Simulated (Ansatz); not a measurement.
# CuO (Tenorite) (C2/c) in Ansatz: settings compared

One crystal, CuO (Tenorite), is run at these levels: revPBE, BLYP; tasks: relaxation of cell and atoms.

All numbers are computed with Ansatz 0.2.0; they aren't measurements. Logs are shortened: lines on timing, memory, paths and dates and some standing lists are left out, and cuts for length are marked.

**1. Starting point**

Symmetry: C2/c, No. 15, monoclinic system. Conventional cell: a = 4.684 Å, b = 3.423 Å, c = 5.129 Å, α = 90.00°, β = 99.54°, γ = 90.00°. Cu (site symmetry -1) is surrounded by 4 O at 1.95 to 1.96 Å. Around O (site symmetry 2) lie 4 Cu at 1.95 to 1.96 Å.

**2. Relaxation of cell and atoms, revPBE**

File input.yaml:

```yaml
crystal:
  lattice:
    - [2.34185, -1.7113, 0.0]
    - [2.34185, 1.7113, 0.0]
    - [-0.8500274268, 0.0, 5.0578693947]
  atoms:
    - { symbol: Cu, position: [0.5, 0.0, 0.5] }
    - { symbol: Cu, position: [0.0, 0.5, 0.0] }
    - { symbol: O, position: [0.4184, 0.5816, 0.75] }
    - { symbol: O, position: [0.5816, 0.4184, 0.25] }
hamiltonian:
  xc: revpbe
  pseudopotentials: { kind: paw }
kpoints:
  mp_grid: { grid: [10, 10, 5] }
scf:
  occupations: { method: fermi_dirac, width: 0.05 }
output:
  forces: true
  stress: true
relax:
  f_tol: 0.01
  max_steps: 40
  cell: { stress_tol: 0.05 }
```

Potentials or basis: Ansatz PAW.

On the command line:

```bash
$ ansatz run input.yaml --threads 2 --pin off --max-ram 5632MiB --backend cpu --events-out ev --progress --plain --runs-dir out
```

What it wrote:

```text
Warning: RAYON_NUM_THREADS=2 ignored (pool sized by the plan → 2); use --threads N
Engine: ansatz 0.2.0, x86_64-unknown-linux-gnu
Pseudopotentials: kind: paw
Pseudopotential: Cu, paw, valence charge 19, recommended cutoff 420 eV (normal), Cu.paw.azcp
Pseudopotential: O, paw, valence charge 6, recommended cutoff 420 eV (normal), O.paw.azcp
Functional definition: revPBE
  parameter kappa = 1.245
  parameter beta = 0.06672455060314922
  exchange = pbe_x(kappa = kappa, mu = beta*pi^2/3)
  correlation = pbe_c(beta = beta)
Crystal: 4 atoms, lattice volume = 40.540 Å³
Basis set: ecut = 420 eV, 787 PW (Γ), exchange–correlation on 40×40×72 points (8 copies of the dense FFT grid, shifted against one another)
Bands: 30, of which v1, the nominal top of the filled ones, is band 25 counted from 1 (24 counted from 0)
Symmetry: 4 space group operations
Space group: C2/c (ITA 15), of the structure as read, at distance tolerance 3.4e-5 Å
k-points: 141 of 500
Non-local potential: Cu, projectors of the file, l = 0: 3, l = 1: 2, l = 2: 3, l = 3: 1
Non-local potential: O, projectors of the file, l = 0: 2, l = 1: 2, l = 2: 1
PAW form: soft (Blöchl's): semilocal exchange-correlation on the pseudo side does not see the compensation charge
PAW frozen core: Cu, regenerated for the run's functional, and the local potential with it (the file was generated under x = pbe(κ = 0.804, μ = 0.2195149727645171), c = pbe(β = 0.06672455060314922))
PAW frozen core: O, regenerated for the run's functional, and the local potential with it (the file was generated under x = pbe(κ = 0.804, μ = 0.2195149727645171), c = pbe(β = 0.06672455060314922))
PAW one-centre angular grid: Cu, 590 points (default); XC on 64 Gauss nodes
PAW one-centre angular grid: O, 110 points (default); XC on 64 Gauss nodes
Initial density: superposition of atomic densities (neutral atoms: chi_scale 0, normalization atom), corrected by the library's trained network
Initial wavefunctions: pseudopotential atomic-orbital guess
Functional: x = revpbe(κ = 1.245, μ = 0.2195149727645171), c = pbe(β = 0.06672455060314922)
SCF iter   1: F=—  HF=-14392.219949 eV  |F-HF|=—  |Δ(HF+E_count)|=         —  Δρ=7.43e-3  dr2=9.37e-3  ethr=1.77e-3  ⟨swp⟩=5.8  Hψ=14770  notcnv=0
preconditioner: auto → Kerker (q_TF=auto, 2.825 Å⁻¹)  [metal: Δε(μ)=0.009 eV  Ē_g=11.333 eV  σ=0.050 eV  W_gap=0.05  n_scr=20 (ndim 8)  ℏωp=34.0 eV  f_vac=0.000  D(μ)=2.37/eV (n_scr^D=26)]
SCF iter   2: F=—  HF=-14392.218033 eV  |F-HF|=—  |Δ(HF+E_count)|=   1.92e-3  Δρ=2.66e-3  dr2=1.37e-3  ethr=1.87e-5  ⟨swp⟩=2.0  Hψ=8043  notcnv=0
SCF iter   3: F=—  HF=-14392.217838 eV  |F-HF|=—  |Δ(HF+E_count)|=   1.95e-4  Δρ=1.33e-3  dr2=5.18e-4  ethr=2.73e-6  ⟨swp⟩=2.0  Hψ=6422  notcnv=0
SCF iter   4: F=—  HF=-14392.217754 eV  |F-HF|=—  |Δ(HF+E_count)|=   8.46e-5  Δρ=3.58e-4  dr2=6.05e-5  ethr=1.04e-6  ⟨swp⟩=2.4  Hψ=6669  notcnv=0
SCF iter   5: F=—  HF=-14392.217777 eV  |F-HF|=—  |Δ(HF+E_count)|=   2.29e-5  Δρ=1.28e-4  dr2=5.40e-6  ethr=1.21e-7  ⟨swp⟩=2.5  Hψ=6778  notcnv=0
SCF iter   6: F=—  HF=-14392.217779 eV  |F-HF|=—  |Δ(HF+E_count)|=   2.38e-6  Δρ=2.51e-5  dr2=2.10e-7  ethr=1.08e-8  ⟨swp⟩=2.0  Hψ=6337  notcnv=0
SCF iter   7: F=-14392.217779 eV  HF=-14392.217779 eV  |F-HF|=2.13e-8  |Δ(HF+E_count)|=   2.79e-7  Δρ=1.36e-5  dr2=6.80e-8  ethr=2.00e-10  ⟨swp⟩=4.0  Hψ=15309  notcnv=0
SCF 1 converged in 7 iterations: F = -14392.217779 eV  dr2 = 6.80e-8
relax step   1: F+E_penalty+E_count = -14392.21777930 eV  Δ(F+E_penalty+E_count) = +0.000e0 eV  max|allowed force component| = 2.106e-1 eV/Å  Δτ_max = 0.0000 Å  P = +9.784 GPa  Ω = 40.540 Å³  (7 SCF iters, dr2 threshold 1.00e-7 eV, accepted)
Crystal: 4 atoms, lattice volume = 42.473 Å³
Basis set: ecut = 420 eV, 823 PW (Γ), exchange–correlation on 40×40×72 points (8 copies of the dense FFT grid, shifted against one another)
Initial density: handed on by an earlier stage of this run
Initial wavefunctions: those handed on with the density
iter 1 solved again at ethr=2.79e-5 eV; its pass at ethr=3.10e-3 eV (dr2=1.40e-2 eV) is discarded
SCF iter   1: F=—  HF=-14392.315297 eV  |F-HF|=—  |Δ(HF+E_count)|=         —  Δρ=8.04e-3  dr2=1.46e-2  ethr=2.79e-5  ⟨swp⟩=2.2  Hψ=23224  notcnv=0
preconditioner: auto → Kerker (q_TF=auto, 2.804 Å⁻¹)  [metal: Δε(μ)=0.007 eV  Ē_g=11.057 eV  σ=0.050 eV  W_gap=0.03  n_scr=20 (ndim 8)  ℏωp=33.2 eV  f_vac=0.010  D(μ)=2.47/eV (n_scr^D=26)]
SCF iter   2: F=—  HF=-14392.313776 eV  |F-HF|=—  |Δ(HF+E_count)|=   1.52e-3  Δρ=3.49e-3  dr2=2.76e-3  ethr=2.79e-5  ⟨swp⟩=1.4  Hψ=4284  notcnv=0
SCF iter   3: F=—  HF=-14392.313700 eV  |F-HF|=—  |Δ(HF+E_count)|=   7.68e-5  Δρ=1.10e-3  dr2=3.72e-4  ethr=5.52e-6  ⟨swp⟩=2.0  Hψ=6188  notcnv=0
SCF iter   4: F=—  HF=-14392.313751 eV  |F-HF|=—  |Δ(HF+E_count)|=   5.11e-5  Δρ=4.35e-4  dr2=5.12e-5  ethr=7.44e-7  ⟨swp⟩=2.1  Hψ=5743  notcnv=0
SCF iter   5: F=—  HF=-14392.313776 eV  |F-HF|=—  |Δ(HF+E_count)|=   2.56e-5  Δρ=9.68e-5  dr2=3.27e-6  ethr=1.02e-7  ⟨swp⟩=2.0  Hψ=6558  notcnv=0
SCF iter   6: F=—  HF=-14392.313778 eV  |F-HF|=—  |Δ(HF+E_count)|=   1.75e-6  Δρ=3.16e-5  dr2=3.74e-7  ethr=8.00e-10  ⟨swp⟩=3.0  Hψ=17622  notcnv=0
SCF iter   7: F=-14392.313778 eV  HF=-14392.313778 eV  |F-HF|=1.85e-8  |Δ(HF+E_count)|=   3.53e-7  Δρ=1.25e-5  dr2=5.81e-8  ethr=7.47e-10  ⟨swp⟩=4.0  Hψ=13332  notcnv=0
SCF 2 converged in 7 iterations: F = -14392.313778 eV  dr2 = 5.81e-8
[... 208 lines left out ...]
SCF iter   5: F=—  HF=-14392.493402 eV  |F-HF|=—  |Δ(HF+E_count)|=   3.62e-9  Δρ=8.32e-6  dr2=1.84e-8  ethr=6.77e-11  ⟨swp⟩=1.0  Hψ=4230  notcnv=0
SCF iter   6: F=—  HF=-14392.493402 eV  |F-HF|=—  |Δ(HF+E_count)|=   3.72e-9  Δρ=2.98e-6  dr2=2.45e-9  ethr=3.68e-11  ⟨swp⟩=2.4  Hψ=5587  notcnv=0
SCF iter   7: F=—  HF=-14392.493402 eV  |F-HF|=—  |Δ(HF+E_count)|=  4.98e-10  Δρ=4.28e-7  dr2=4.94e-11  ethr=4.90e-12  ⟨swp⟩=2.0  Hψ=5416  notcnv=0
SCF iter   8: F=-14392.493402 eV  HF=-14392.493402 eV  |F-HF|=3.64e-12  |Δ(HF+E_count)|=  5.46e-12  Δρ=5.86e-8  dr2=4.75e-13  ethr=1.00e-12  ⟨swp⟩=4.0  Hψ=13138  notcnv=0
SCF 20 converged in 8 iterations: F = -14392.493402 eV  dr2 = 4.75e-13
relax step  20: F+E_penalty+E_count = -14392.49340198 eV  Δ(F+E_penalty+E_count) = +1.174e-6 eV  max|allowed force component| = 4.201e-5 eV/Å  Δτ_max = 0.0001 Å  P = -0.000 GPa  Ω = 45.979 Å³  energy of the carried Pulay correction = -1.068e-4 eV  (8 SCF iters, accepted)
iter 1 solved again at ethr=9.37e-8 eV; its pass at ethr=3.10e-3 eV (dr2=4.69e-5 eV) is discarded
SCF iter   1: F=—  HF=-14392.493627 eV  |F-HF|=—  |Δ(HF+E_count)|=         —  Δρ=1.56e-4  dr2=4.08e-7  ethr=9.37e-8  ⟨swp⟩=3.0  Hψ=26240  notcnv=0
SCF iter   2: F=—  HF=-14392.493627 eV  |F-HF|=—  |Δ(HF+E_count)|=   8.62e-9  Δρ=1.29e-5  dr2=3.89e-8  ethr=8.16e-10  ⟨swp⟩=2.0  Hψ=7056  notcnv=0
SCF iter   3: F=—  HF=-14392.493627 eV  |F-HF|=—  |Δ(HF+E_count)|=   5.58e-9  Δρ=1.38e-5  dr2=4.47e-8  ethr=7.78e-11  ⟨swp⟩=2.0  Hψ=7771  notcnv=0
SCF iter   4: F=—  HF=-14392.493627 eV  |F-HF|=—  |Δ(HF+E_count)|=   1.40e-8  Δρ=1.87e-6  dr2=8.66e-10  ethr=7.78e-11  ⟨swp⟩=2.0  Hψ=6937  notcnv=0
SCF iter   5: F=-14392.493627 eV  HF=-14392.493627 eV  |F-HF|=4.00e-11  |Δ(HF+E_count)|=  1.64e-10  Δρ=3.18e-7  dr2=2.80e-11  ethr=1.00e-12  ⟨swp⟩=2.7  Hψ=16471  notcnv=0
SCF 21 converged in 5 iterations: F = -14392.493627 eV  dr2 = 2.80e-11
relax step  21: F+E_penalty+E_count = -14392.49362689 eV  Δ(F+E_penalty+E_count) = -2.249e-4 eV  max|allowed force component| = 2.184e-6 eV/Å  Δτ_max = 0.0000 Å  P = +0.003 GPa  Ω = 45.979 Å³  stress off target by 5.76e-2 GPa  SCF on the basis re-selected at this cell (its energy is not comparable with the rows above)  (5 SCF iters)
basis re-selected at this cell: Δ(F+E_penalty+E_count) = -2.249e-4 eV, ΔP = +0.004 GPa vs the last step (what re-selecting the basis moved, of the pressure what is left beyond the Pulay correction that the steps carried, after the strain that the cell walked since its last selection, with what the two solves' SCF thresholds leave and, on support functions, any second-order correction that the steps lacked; it is no measure of the basis error at this ecutwfc). This SCF's stress stands 5.76e-2 GPa from its target on what of the cell is left free (relax.cell.stress_tol is 5.00e-2 GPa) and its largest allowed force component is 2.18e-6 eV/Å (relax.f_tol is 1.00e-2 eV/Å): not within both, so this SCF does not close the relaxation
Crystal: 4 atoms, lattice volume = 45.983 Å³
iter 1 solved again at ethr=1.09e-8 eV; its pass at ethr=3.10e-3 eV (dr2=5.43e-6 eV) is discarded
SCF iter   1: F=—  HF=-14392.493791 eV  |F-HF|=—  |Δ(HF+E_count)|=         —  Δρ=2.13e-4  dr2=5.00e-6  ethr=1.09e-8  ⟨swp⟩=3.0  Hψ=21482  notcnv=0
preconditioner: auto → LDOS  [metal: Δε(μ)=0.001 eV  Ē_g=10.923 eV  σ=0.050 eV  W_gap=0.01  n_scr=16 (ndim 8)  ℏωp=31.9 eV  f_vac=0.066  D(μ)=2.54/eV (n_scr^D=20)  β→1.0]
SCF iter   2: F=—  HF=-14392.493645 eV  |F-HF|=—  |Δ(HF+E_count)|=   1.46e-4  Δρ=2.63e-5  dr2=1.11e-7  ethr=1.00e-8  ⟨swp⟩=2.2  Hψ=6763  notcnv=0
SCF iter   3: F=—  HF=-14392.493645 eV  |F-HF|=—  |Δ(HF+E_count)|=   3.61e-8  Δρ=1.54e-5  dr2=5.07e-8  ethr=1.66e-11  ⟨swp⟩=4.8  Hψ=16114  notcnv=0
SCF iter   4: F=—  HF=-14392.493645 eV  |F-HF|=—  |Δ(HF+E_count)|=   1.11e-8  Δρ=7.37e-6  dr2=1.18e-8  ethr=1.01e-10  ⟨swp⟩=2.0  Hψ=7488  notcnv=0
SCF iter   5: F=-14392.493645 eV  HF=-14392.493645 eV  |F-HF|=3.93e-10  |Δ(HF+E_count)|=   5.11e-9  Δρ=1.34e-6  dr2=4.56e-10  ethr=1.66e-11  ⟨swp⟩=4.0  Hψ=13987  notcnv=0
SCF 22 converged in 5 iterations: F = -14392.493645 eV  dr2 = 4.56e-10
relax step  22: F+E_penalty+E_count = -14392.49364474 eV  Δ(F+E_penalty+E_count) = -1.785e-5 eV  max|allowed force component| = 4.576e-5 eV/Å  Δτ_max = 0.0002 Å  P = -0.002 GPa  Ω = 45.983 Å³  energy of the carried Pulay correction = -1.352e-5 eV  (5 SCF iters, dr2 threshold 8.31e-9 eV, accepted)
iter 1 solved again at ethr=8.56e-8 eV; its pass at ethr=3.10e-3 eV (dr2=4.28e-5 eV) is discarded
SCF iter   1: F=—  HF=-14392.493795 eV  |F-HF|=—  |Δ(HF+E_count)|=         —  Δρ=1.93e-5  dr2=2.01e-8  ethr=8.56e-8  ⟨swp⟩=3.0  Hψ=26237  notcnv=0
SCF iter   2: F=—  HF=-14392.493649 eV  |F-HF|=—  |Δ(HF+E_count)|=   1.47e-4  Δρ=3.25e-6  dr2=1.51e-9  ethr=4.02e-11  ⟨swp⟩=2.1  Hψ=7855  notcnv=0
SCF iter   3: F=—  HF=-14392.493649 eV  |F-HF|=—  |Δ(HF+E_count)|=  6.37e-10  Δρ=2.00e-6  dr2=9.68e-10  ethr=3.03e-12  ⟨swp⟩=2.0  Hψ=7487  notcnv=0
SCF iter   4: F=—  HF=-14392.493649 eV  |F-HF|=—  |Δ(HF+E_count)|=  2.60e-10  Δρ=5.65e-7  dr2=7.96e-11  ethr=1.94e-12  ⟨swp⟩=2.1  Hψ=6838  notcnv=0
SCF iter   5: F=-14392.493649 eV  HF=-14392.493649 eV  |F-HF|=1.09e-11  |Δ(HF+E_count)|=  3.64e-12  Δρ=2.45e-7  dr2=1.81e-11  ethr=1.00e-12  ⟨swp⟩=4.0  Hψ=14414  notcnv=0
SCF 23 converged in 5 iterations: F = -14392.493649 eV  dr2 = 1.81e-11
relax step  23: F+E_penalty+E_count = -14392.49364857 eV  Δ(F+E_penalty+E_count) = -3.831e-6 eV  max|allowed force component| = 5.084e-5 eV/Å  Δτ_max = 0.0000 Å  P = -0.002 GPa  Ω = 45.983 Å³  stress off target by 1.70e-2 GPa  SCF on the basis re-selected at this cell (its energy is not comparable with the rows above)  (5 SCF iters)
basis re-selected at this cell: Δ(F+E_penalty+E_count) = -3.831e-6 eV, ΔP = -0.000 GPa vs the last step (what re-selecting the basis moved, of the pressure what is left beyond the Pulay correction that the steps carried, after the strain that the cell walked since its last selection, with what the two solves' SCF thresholds leave and, on support functions, any second-order correction that the steps lacked; it is no measure of the basis error at this ecutwfc). This SCF's stress stands 1.70e-2 GPa from its target on what of the cell is left free (relax.cell.stress_tol is 5.00e-2 GPa) and its largest allowed force component is 5.08e-5 eV/Å (relax.f_tol is 1.00e-2 eV/Å): within both
SCF converged after 5 iterations
Free energy (F): -14392.493649 eV
Harris-Foulkes:  -14392.493649 eV  (|F-HF|=1.09e-11)
Internal energy: -14392.472830 eV  (E = F + TS)
E sigma→0 (E₀):  -14392.483239 eV
Entropy (-TS):   -0.020819 eV (-5.205 meV/atom)
Fermi energy:    10.326061 eV
--- Per-component energies (eV) ---
  E_band       = -947.232733
  E_kinetic    = 940.174448
  E_local      = -10294.515915  (includes V_loc(G=0)·N_el)
  E_nonlocal   = 875.392994
  E_hartree    = 4456.582847
  E_xc         = -323.370749
  E_vxc        = -414.240922  (∫ρ·V_xc dr)
  E_paw        = -3648.142597  (= ΣΔE_a)
  E_vpaw       = -967.214184  (= ΣTr[D̂ρ^β])
  E_aug_tail   = 0.005619  (compensation charges beyond the density's cutoff)
  E_ewald      = -6398.508622
  E_core_change = -0.090853  (= ΣΔE_core)
  E_smearing   = -0.020819  (= −TS)
  E_closure    = 0.000000  (closes the sum)
  Σ components = -14392.493649   (vs F -14392.493649, Δ=0.00e0)
--- Forces (eV/Å), atoms counted from 1 ---
  atom   1  Cu     0.00000000     0.00000000     0.00000000
  atom   2  Cu     0.00000000     0.00000000    -0.00000000
  atom   3  O      0.00000000     0.00005084     0.00000000
  atom   4  O      0.00000000    -0.00005084     0.00000000
  max |Σ_I F_I| component: 1.51e-28 eV/Å
--- Stress (GPa, compression-positive) ---
       -0.016686       0.000000       0.001960
        0.000000       0.012328       0.000000
        0.001960       0.000000      -0.002784
  P = ⅓ Tr σ = -0.0024 GPa (-0.024 kbar)
--- Relaxed structure (18 steps of the walk, 18 accepted, 5 SCFs on fresh bases) ---
  F+E_penalty+E_count = -14392.49364857 eV   max|allowed force component| = 5.084e-5 eV/Å   (the final SCF, on the basis selected at the relaxed cell)
  cell:  # Å, volume = 45.9828 Å³
    - [2.102217104716672, -2.1050608553401067, 0.1650839284660891]
    - [2.102217104716672, 2.1050608553401067, 0.1650839284660891]
    - [-0.4065030837806787, 2.3460145740976924e-17, 5.163524498317122]
  atoms:
    - { symbol: Cu, position: [0.5, 1.3877787807814457e-17, 0.4999999999999999] }
    - { symbol: Cu, position: [1.3010426069826053e-18, 0.5, 0.0] }
    - { symbol: O, position: [0.4999554238167103, 0.5000445761832898, 0.7499999999999998] }
    - { symbol: O, position: [0.5000445761832897, 0.4999554238167103, 0.24999999999999997] }
```

Run time: 3.8 min. Hardware: 2 threads of Intel Xeon at 2.50GHz (Skylake/Cascade Lake), shared host; peak memory 0.47 GiB.

Results:

```yaml
Free_energy: -14392.4936 eV
Relaxed_volume: 11.50 Å³/atom
Relaxed_cell: a = 2.980 Å, b = 2.980 Å, c = 5.180 Å, α = 90.01°, β = 90.01°, γ = 89.90°
Space_group_after_relaxing_to_0.05_Å: P4_2/mmc (No. 131)
Energy_gained_by_relaxing: 69.0 meV/atom
Ionic_steps: 23
Pressure_after_relaxing: 0.0 GPa
```

Step by step:
```tsv
step	energy change (eV)	largest force (eV/Å)	volume (Å³)
1	0.0000	0.2106	40.54
2	-0.0960	0.2235	42.47
3	-0.1470	0.1098	44.49
4	-0.1587	0.0122	44.40
5	-0.1651	0.0199	44.75
6	-0.1667	0.0032	44.59
7	-0.1667	0.0002	44.61
8	-0.2228	0.0018	44.61
9	-0.2471	0.0060	45.33
10	-0.2536	0.0251	45.80
11	-0.2546	0.0004	45.72
12	-0.2545	0.0001	45.75
13	-0.2545	0.0002	45.74
14	-0.2690	0.0020	45.74
15	-0.2728	0.0007	45.89
16	-0.2733	0.0002	45.96
17	-0.2733	0.0001	45.95
18	-0.2753	0.0003	45.95
19	-0.2756	0.0001	45.98
20	-0.2756	0.0000	45.98
21	-0.2758	0.0000	45.98
22	-0.2759	0.0000	45.98
23	-0.2759	0.0001	45.98
```

Final structure:
```
Cu O
1.0
     2.10222   -2.10506    0.16508
     2.10222    2.10506    0.16508
    -0.40650    0.00000    5.16352
Cu O
2 2
Direct
  0.50000 0.00000 0.50000
  0.00000 0.50000 0.00000
  0.49996 0.50004 0.75000
  0.50004 0.49996 0.25000
```

Caveat: the plane-wave basis is chosen anew once the cell has moved, so the energies of steps on either side of that aren't comparable; the pressure holds a Pulay correction of +0.6 GPa for the finite cutoff; the volume moved by +13 % from the deposited cell, more than functionals usually miss; the run has no spin polarisation, though such a crystal can be magnetic; the PAW data sets come from PBE, with cores solved anew for the run's functional, which leaves a small shift of forces and pressure. Zero-point motion and thermal expansion aren't in these numbers.

**3. Relaxation of cell and atoms, BLYP**

Edit input.yaml of step 2 so:

```diff
@@ -11,3 +11,3 @@
 hamiltonian:
-  xc: revpbe
+  xc: blyp
   pseudopotentials: { kind: paw }
@@ -20,2 +20,6 @@
   stress: true
+  write_density: true
+  write_potential: true
+  elf: true
+  volumetric_format: npy
 relax:
```

Potentials or basis: Ansatz PAW.

On the command line:

```bash
$ ansatz run input.yaml --threads 2 --pin off --max-ram 5632MiB --backend cpu --events-out ev --progress --plain --runs-dir out
```

It took 4 min on 2 threads of Intel Xeon at 2.50GHz (Skylake/Cascade Lake), shared host; peak memory 0.48 GiB.

Results (log left out):

```
Free energy                            : -14404.8835 eV
Relaxed volume                         : 11.65 Å³/atom
Relaxed cell                           : a = 2.994 Å, b = 2.994 Å, c = 5.196 Å, α = 90.01°, β = 90.01°, γ = 89.92°
Space group after relaxing (to 0.05 Å) : P4_2/mmc (No. 131)
Energy gained by relaxing              : 96.7 meV/atom
Ionic steps                            : 22
Pressure after relaxing                : 0.0 GPa
Band gap on the k mesh                 : none (metal or under the smearing width)
```

Step by step:
| step | energy change (eV) | largest force (eV/Å) | volume (Å³) |
| --- | --- | --- | --- |
| 1 | 0.0000 | 0.2267 | 40.54 |
| 2 | -0.1438 | 0.2497 | 42.89 |
| 3 | -0.2104 | 0.1378 | 45.06 |
| 4 | -0.2246 | 0.0021 | 44.83 |
| 5 | -0.2329 | 0.0234 | 45.26 |
| 6 | -0.2350 | 0.0044 | 45.03 |
| 7 | -0.2350 | 0.0001 | 45.06 |
| 8 | -0.3163 | 0.0011 | 45.06 |
| 9 | -0.3507 | 0.0063 | 45.88 |
| 10 | -0.3577 | 0.0133 | 46.43 |
| 11 | -0.3590 | 0.0003 | 46.31 |
| 12 | -0.3588 | 0.0006 | 46.34 |
| 13 | -0.3785 | 0.0012 | 46.34 |
| 14 | -0.3828 | 0.0013 | 46.46 |
| 15 | -0.3834 | 0.0001 | 46.55 |
| 16 | -0.3834 | 0.0000 | 46.57 |
| 17 | -0.3861 | 0.0001 | 46.57 |
| 18 | -0.3864 | 0.0001 | 46.59 |
| 19 | -0.3864 | 0.0001 | 46.59 |
| 20 | -0.3866 | 0.0001 | 46.59 |
| 21 | -0.3867 | 0.0000 | 46.59 |
| 22 | -0.3867 | 0.0000 | 46.59 |

Final structure:
```
Cu O
1.0
     2.11238   -2.11588    0.16610
     2.11238    2.11588    0.16610
    -0.40801    0.00000    5.18024
Cu O
2 2
Direct
  0.50000 0.00000 0.50000
  0.00000 0.50000 0.00000
  0.49997 0.50003 0.75000
  0.50003 0.49997 0.25000
```

Levels at points of the mesh, in eV from the Fermi level:
```
             k point  band 22  band 23  band 24  band 25  band 26  band 27  band 28  band 29
  (0.00, 0.00, 0.00)    -2.23    -2.19    -1.83     0.66     0.66     1.40     6.28     7.06
 (0.00, -0.50, 0.00)    -1.80    -1.51    -1.43     0.21     0.47     3.90     5.71     6.30
(-0.50, -0.50, 0.00)    -2.28    -1.55    -1.18    -1.18     1.06     2.42     7.13     9.42
```

Caveat: the plane-wave basis is chosen anew once the cell has moved, so the energies of steps on either side of that aren't comparable; the pressure holds a Pulay correction of +0.8 GPa for the finite cutoff; the volume moved by +15 % from the deposited cell, more than functionals usually miss; the run has no spin polarisation, though such a crystal can be magnetic; semilocal functionals often make such compounds metallic where correlation or magnetic order opens a gap, which also shifts bond lengths; the PAW data sets come from PBE, with cores solved anew for the run's functional, which leaves a small shift of forces and pressure. With open d or f shells a metallic result of BLYP can be an artefact of self-interaction; +U or a hybrid may open a gap.
